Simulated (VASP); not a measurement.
# P (Fmm2) in VASP: notebook

The runs below take P through single point, relaxation of cell and atoms, with PBE.

All numbers are computed with VASP 6.6.1; they aren't measurements. Logs are shortened: lines on timing, memory, paths and dates and some standing lists are left out, and cuts for length are marked.

## (1) The cell of the first run

It takes space group Fmm2 (No. 42, orthorhombic). The conventional cell has a = 5.902 Å, b = 6.751 Å, c = 5.324 Å, α = 90.00°, β = 90.00°, γ = 90.00°. Around P (site symmetry m) lie 3 P at 2.27 to 2.37 Å. P (site symmetry mm2) is surrounded by 4 P at 2.27 to 2.31 Å.

The cell was built by a generator and needn't be a form met in nature.

## (2) Single point, PBE (random cell with space group Fmm2 (No. 42))

Input file INCAR:

```
SYSTEM = P
ALGO = Normal
EDIFF = 1E-7
ENCUT = 520
GGA = PE
ISIF = 2
ISMEAR = 0
LASPH = .True.
LCHARG = .False.
LREAL = .False.
LWAVE = .False.
NBANDS = 14
NELM = 60
PREC = Accurate
SIGMA = 0.1
```

Input file KPOINTS:

```
k-points
0
Gamma
  4 4 4
  0 0 0
```

Input file POSCAR:

```
P
1.0
    0.0000000000      2.9509320105      2.6620331297
    3.3756413433      0.0000000000      2.6620331297
    3.3756413433      2.9509320105      0.0000000000
P
3
Direct
    0.3139521121      0.6656156985      0.6860478879
    0.6656156985      0.3139521121      0.3343843015
    0.8537621894      0.8537621894      0.1462378106
```

Potentials or basis: VASP PAW PBE potentials, release 64 (P).

Run with:

```bash
$ cat potpaw_PBE.64/P/POTCAR > POTCAR
$ mpirun -np 1 vasp_std > vasp.out
```

OUTCAR:

```text
SYSTEM = P
   EDIFF = 1E-7
   ENCUT = 520
   GGA = PE
   ISIF = 2
   ISMEAR = 0
   LASPH = .True.
   LREAL = .False.
   NELM = 60
   PREC = Accurate

 ion  position               nearest neighbor table
   1  0.314  0.666  0.686-   3 2.27   3 2.31   2 2.37   2 2.84   2 2.84
   2  0.666  0.314  0.334-   3 2.27   3 2.31   1 2.37   1 2.84   1 2.84
   3  0.854  0.854  0.146-   2 2.27   1 2.27   1 2.31   2 2.31

  LATTYP: Found a face centered orthorhombic cell.
 ALAT       =     5.3240662594
 B/A-ratio  =     1.1085256519
 C/A-ratio  =     1.2680688702

  Lattice vectors:

 A1 = (   3.3756413433,  -2.9509320105,   0.0000000000)
 A2 = (   3.3756413433,   0.0000000000,   2.6620331297)
 A3 = (   0.0000000000,  -2.9509320105,   2.6620331297)

Analysis of symmetry for initial positions (statically):
=====================================================================
 Subroutine PRICEL returns:
 Original cell was already a primitive cell.

 Routine SETGRP: Setting up the symmetry group for a
 face centered orthorhombic supercell.

 Subroutine GETGRP returns: Found  4 space group operations
 (whereof  4 operations were pure point group operations)
 out of a pool of  8 trial point group operations.

The static configuration has the point symmetry C_2v.

Analysis of symmetry for dynamics (positions and initial velocities):
=====================================================================
 Subroutine PRICEL returns:
 Original cell was already a primitive cell.

 Routine SETGRP: Setting up the symmetry group for a
 face centered orthorhombic supercell.

 Subroutine GETGRP returns: Found  4 space group operations
 (whereof  4 operations were pure point group operations)
 out of a pool of  8 trial point group operations.

The dynamic configuration has the point symmetry C_2v.

 Subroutine INISYM returns: Found  4 space group operations
 (whereof  4 operations are pure point group operations),
 and found     1 'primitive' translations

----------------------------------------------------------------------------------------

                                     Primitive cell

  volume of cell :      53.0346

  direct lattice vectors                    reciprocal lattice vectors
     0.000000000  2.950932010  2.662033130    -0.148120001  0.169437994  0.187826363
     3.375641343  0.000000000  2.662033130     0.148120001 -0.169437994  0.187826363
     3.375641343  2.950932010  0.000000000     0.148120001  0.169437994 -0.187826363

  length of vectors
     3.974219435  4.298996960  4.483631810     0.293133947  0.293133947  0.293133947

  position of ions in fractional coordinates (direct lattice)
     0.313952112  0.665615698  0.686047888
     0.665615698  0.313952112  0.334384302
     0.853762189  0.853762189  0.146237811

  ion indices of the primitive-cell ions
   primitive index   ion index
                 1           1
                 2           2
                 3           3

----------------------------------------------------------------------------------------

 KPOINTS: k-points

Automatic generation of k-mesh.
 Grid dimensions read from file:
 generate k-points for:    4    4    4

 Generating k-lattice:

  Cartesian coordinates                     Fractional coordinates (reciprocal lattice)
    -0.037030000  0.042359498  0.046956591     0.250000000  0.000000000  0.000000000
     0.037030000 -0.042359498  0.046956591     0.000000000  0.250000000  0.000000000
     0.037030000  0.042359498 -0.046956591     0.000000000  0.000000000  0.250000000

  Length of vectors
     0.073283487  0.073283487  0.073283487

  Shift w.r.t. Gamma in fractional coordinates (k-lattice)
     0.000000000  0.000000000  0.000000000

 Subroutine IBZKPT returns following result:
 ===========================================

 Found     18 irreducible k-points:

 Following reciprocal coordinates:
            Coordinates               Weight
  0.000000  0.000000  0.000000      1.000000
  0.250000  0.000000  0.000000      8.000000
  0.500000  0.000000  0.000000      4.000000
  0.250000  0.250000  0.000000      2.000000
  0.500000  0.250000  0.000000      8.000000
 -0.250000  0.250000  0.000000      4.000000
[... 10 lines left out ...]
 -0.250000  0.250000  0.500000      2.000000
  0.000000  0.500000  0.500000      1.000000
   k-points           NKPTS =     18   k-points in BZ     NKDIM =     18   number of bands    NBANDS=     14
   number of dos      NEDOS =    301   number of ions     NIONS =      3
   total plane-waves  NPLWV =  34560
   dimension x,y,z NGX =    30 NGY =   32 NGZ =   36
   dimension x,y,z NGXF=    60 NGYF=   64 NGZF=   72
   ions per type =               3
   NGX,Y,Z   is equivalent  to a cutoff of  12.55, 12.37, 13.35 a.u.
   NGXF,Y,Z  is equivalent  to a cutoff of  25.10, 24.75, 26.70 a.u.
 SYSTEM =  P
   PREC   = accura    normal or accurate (medium, high low for compatibility)
   ISTART =      0    job   : 0-new  1-cont  2-samecut
   ICHARG =      2    charge: 1-file 2-atom 10-const
   ISPIN  =      1    spin polarized calculation?
   LNONCOLLINEAR =      F non collinear calculations
   LSORBIT =      F    spin-orbit coupling
   LASPH  =      T    aspherical Exc in radial PAW
   ENCUT  =  520.0 eV  38.22 Ry    6.18 a.u.   7.39  7.99  8.34*2*pi/ulx,y,z
   NELM   =     60;   NELMIN=  2; NELMDL= -5     # of ELM steps
   EDIFF  = 0.1E-06   stopping-criterion for ELM
   LREAL  =      F    real-space projection
   EDIFFG = 0.1E-05   stopping-criterion for IOM
   NSW    =      0    number of steps for IOM
   IBRION =     -1    ionic relax: 0-MD 1-quasi-New 2-CG
   NFREE  =      0    steps in history (QN), initial steepest desc. (CG)
   ISIF   =      2    stress and relaxation
   ISYM   =      2    0-nonsym 1-usesym 2-fastsym
   POTIM  = 0.5000    time-step for ionic-motion
   TEBEG  =    0.0;   TEEND  =   0.0 temperature during run
   PSTRESS=    0.0 pullay stress
   NELECT =      15.0000    total number of electrons
   NUPDOWN=      -1.0000    fix difference up-down
   EMIN   =  10.00;   EMAX   =-10.00  energy-range for DOS
   EFERMI =   0.00;   METHOD = LEGACY
   ISMEAR =     0;   SIGMA  =   0.10  broadening in eV -4-tet -1-fermi 0-gaus
   EFERMI_NEDOS =   21; number of points for ismear=-14 and -15
   IALGO  =     38    algorithm
   IMIX   =      4    mixing-type and parameters
     AMIX     =   0.40;   BMIX     =  1.00
     AMIX_MAG =   1.60;   BMIX_MAG =  1.00
  volume/ion in A,a.u.               =      17.68       119.30
  Fermi-wavevector in a.u.,A,eV,Ry     =   1.074613  2.030725 15.711927  1.154794
  Thomas-Fermi vector in A             =   2.210447
   LORBIT       =      0    0 simple, 1 ext, 2 COOP (PROOUT), +10 PAW based schemes
   GGA     = PE    functional components
   LHFCALC =     F    Hartree Fock is set to
   AEXX    =    0.0000 exact exchange contribution
   IVDW    =     0    specifies the selected vdW correction
   LEPSILON=     F    determine dielectric tensor
   LRPA    =     F    only Hartree local field effects (RPA)
 non-spin polarized calculation
 Gauss-broadening in eV      SIGMA  =   0.10
  energy-cutoff  :      520.00
  volume of cell :       53.03
 maximum number of plane-waves:      1448
 NGX is ok and might be reduce to    30
   NGX = 15   NGY = 15   NGZ = 17

 number of electron      15.0000000 magnetization

 Free energy of the ion-electron system (eV)
  ---------------------------------------------------
  ext. energy  EPLUGINS =         0.00000000
  ---------------------------------------------------
  free energy    TOTEN  =       -14.14073568 eV

  energy without entropy =      -14.13592032  energy(sigma->0) =      -14.13832800

 E-fermi :   7.0302     XC(G=0): -10.3332

 val. band max:        6.8538760370   @ k =   0.5000   0.0000   0.5000
 cond. band min:       7.0458108903   @ k =  -0.2500   0.0000   0.2500
 fundamental gap:      0.1919348533
 Fermi energy:         7.0301703404

 k-point     1 :       0.0000    0.0000    0.0000
  band No.  band energies     occupation
      1      -8.5415      2.00000
      2      -0.1356      2.00000
      3       0.3061      2.00000
      4       1.2972      2.00000
      5       1.6799      2.00000
      6       5.6726      2.00000
      7       5.6999      2.00000
      8       5.8367      2.00000
      9       5.8490      2.00000
     10       6.7440      1.99995
     11      11.0527      0.00000
     12      11.2613      0.00000
     13      12.1751      0.00000
     14      12.4684      0.00000

 k-point     2 :       0.2500    0.0000    0.0000
  band No.  band energies     occupation
      1      -7.9505      2.00000
      2      -2.6985      2.00000
      3       0.2574      2.00000
      4       0.7071      2.00000
      5       4.0844      2.00000
      6       4.5788      2.00000
      7       4.7886      2.00000
      8       5.7370      2.00000
      9       7.6883      0.00000
     10       7.9672      0.00000
     11      10.1963      0.00000
     12      11.8237      0.00000
     13      13.6797      0.00000
     14      14.7709      0.00000

 k-point     3 :       0.5000    0.0000    0.0000
  band No.  band energies     occupation
      1      -6.8708      2.00000
      2      -4.7389      2.00000
      3       0.1675      2.00000
      4       0.2960      2.00000
      5       3.7969      2.00000
      6       4.2465      2.00000
      7       5.3390      2.00000
      8       6.4627      2.00000
      9       8.8570      0.00000
     10       9.7579      0.00000
     11       9.9116      0.00000
     12      12.4981      0.00000
     13      12.8234      0.00000
     14      15.1167      0.00000

 k-point     4 :       0.2500    0.2500    0.0000
  band No.  band energies     occupation
      1      -7.5160      2.00000
      2      -2.5988      2.00000
      3      -2.3360      2.00000
      4       3.8227      2.00000
      5       3.9438      2.00000
      6       4.0547      2.00000
      7       4.2847      2.00000
      8       4.8962      2.00000
      9       8.0799      0.00000
     10       8.1450      0.00000
     11       9.8478      0.00000
     12      12.9567      0.00000
     13      14.4501      0.00000
     14      14.9892      0.00000

 k-point     5 :       0.5000    0.2500    0.0000
  band No.  band energies     occupation
      1      -6.3748      2.00000
      2      -4.4387      2.00000
      3      -2.3940      2.00000
      4       1.9455      2.00000
      5       2.8444      2.00000
      6       3.6794      2.00000
      7       5.5052      2.00000
      8       7.7627      0.00000
      9       8.2186      0.00000
     10       9.1200      0.00000
     11      11.0894      0.00000
[... 174 lines left out ...]
 k-point    16 :       0.5000    0.0000    0.5000
  band No.  band energies     occupation
      1      -7.1470      2.00000
      2      -1.8001      2.00000
      3      -1.1889      2.00000
      4       0.0522      2.00000
      5       0.6934      2.00000
      6       1.4832      2.00000
      7       6.2750      2.00000
      8       6.8539      1.98734
      9      10.0935      0.00000
     10      10.1326      0.00000
     11      12.2942      0.00000
     12      14.7650      0.00000
     13      15.1846      0.00000
     14      15.2874      0.00000

 k-point    17 :      -0.2500    0.2500    0.5000
  band No.  band energies     occupation
      1      -6.4925      2.00000
      2      -4.1619      2.00000
      3      -2.9800      2.00000
      4       1.1474      2.00000
      5       4.1137      2.00000
      6       4.5077      2.00000
      7       6.1050      2.00000
      8       7.8630      0.00000
      9       8.7956      0.00000
     10       9.6660      0.00000
     11       9.7881      0.00000
     12      14.2071      0.00000
     13      14.4023      0.00000
     14      15.0037      0.00000

 k-point    18 :       0.0000    0.5000    0.5000
  band No.  band energies     occupation
      1      -6.0473      2.00000
      2      -5.2884      2.00000
      3      -2.8636      2.00000
      4       1.5265      2.00000
      5       3.3713      2.00000
      6       5.8801      2.00000
      7       8.2023      0.00000
      8       8.3759      0.00000
      9       9.1629      0.00000
     10       9.2855      0.00000
     11      11.0741      0.00000
     12      12.3356      0.00000
     13      12.9501      0.00000
     14      15.3056      0.00000

------------------------ aborting loop because EDIFF is reached ----------------------------------------

  FORCE on cell =-STRESS in cart. coord.  units (eV):
  Direction    XX          YY          ZZ          XY          YZ          ZX
  --------------------------------------------------------------------------------------
  -------------------------------------------------------------------------------------
  Total       -0.0292140     -0.1076118     -0.1500604      0.0000000      0.0000000      0.0000000
  in kB       -0.8825573     -3.2509586     -4.5333345      0.0000000      0.0000000      0.0000000
  external PRESSURE =      -2.8889501 kB  Pullay stress =       0.0000000 kB

 VOLUME and BASIS-vectors are now :
 -----------------------------------------------------------------------------
  energy-cutoff  :      520.00
  volume of cell :       53.03
      direct lattice vectors                 reciprocal lattice vectors
     0.000000000  2.950932010  2.662033130    -0.148120001  0.169437994  0.187826363
     3.375641343  0.000000000  2.662033130     0.148120001 -0.169437994  0.187826363
     3.375641343  2.950932010  0.000000000     0.148120001  0.169437994 -0.187826363

 POSITION                                       TOTAL-FORCE (eV/Angst)
 -----------------------------------------------------------------------------------
      4.56273      2.95093      2.60764        -0.012907      0.000000      0.036967
      2.18855      2.95093      2.60764         0.012907      0.000000      0.036967
      3.37564      2.95093      4.54549        -0.000000      0.000000     -0.073934
 -----------------------------------------------------------------------------------
    total drift:                               -0.000000     -0.000001      0.000003

  FREE ENERGIE OF THE ION-ELECTRON SYSTEM (eV)
  ---------------------------------------------------
  free  energy   TOTEN  =       -14.1407356830 eV

  energy  without entropy=      -14.1359203244  energy(sigma->0) =      -14.13832800
```

Run time: 14 s. Hardware: 1 thread of AMD EPYC 7R13 (Zen 3), shared host; peak memory 0.14 GiB.

Results:

```yaml
Free_energy: -14.1407 eV
Pressure: -0.3 GPa
Largest_force: 0.074 eV/Å
Band_gap_on_the_k_mesh: none (metal or under the smearing width)
```

Forces on the atoms (eV/Å):
```
P   -0.013  0.000  0.037
P    0.013  0.000  0.037
P    0.000  0.000 -0.074
```

Stress tensor (GPa, compression positive):
```
-0.09  0.00  0.00
 0.00 -0.33  0.00
 0.00  0.00 -0.45
```

Levels at points of the mesh, in eV from the Fermi level:
| k point | band 5 | band 6 | band 7 | band 8 | band 9 | band 10 | band 11 | band 12 |
| --- | --- | --- | --- | --- | --- | --- | --- | --- |
| (0.00, 0.00, 0.00) | -5.35 | -1.36 | -1.33 | -1.19 | -1.18 | -0.29 | 4.02 | 4.23 |
| (0.50, 0.00, 0.00) | -3.23 | -2.78 | -1.69 | -0.57 | 1.83 | 2.73 | 2.88 | 5.47 |
| (0.50, 0.50, 0.00) | -4.11 | -3.94 | 0.05 | 0.19 | 1.94 | 2.53 | 3.27 | 6.90 |
| (0.50, 0.00, 0.50) | -6.34 | -5.55 | -0.76 | -0.18 | 3.06 | 3.10 | 5.26 | 7.73 |
| (0.00, 0.50, 0.50) | -3.66 | -1.15 | 1.17 | 1.35 | 2.13 | 2.26 | 4.04 | 5.31 |

Caveat: the k mesh is coarse (spacing up to 0.46 Å⁻¹), so the values aren't converged.

[end of part 1 of 2]
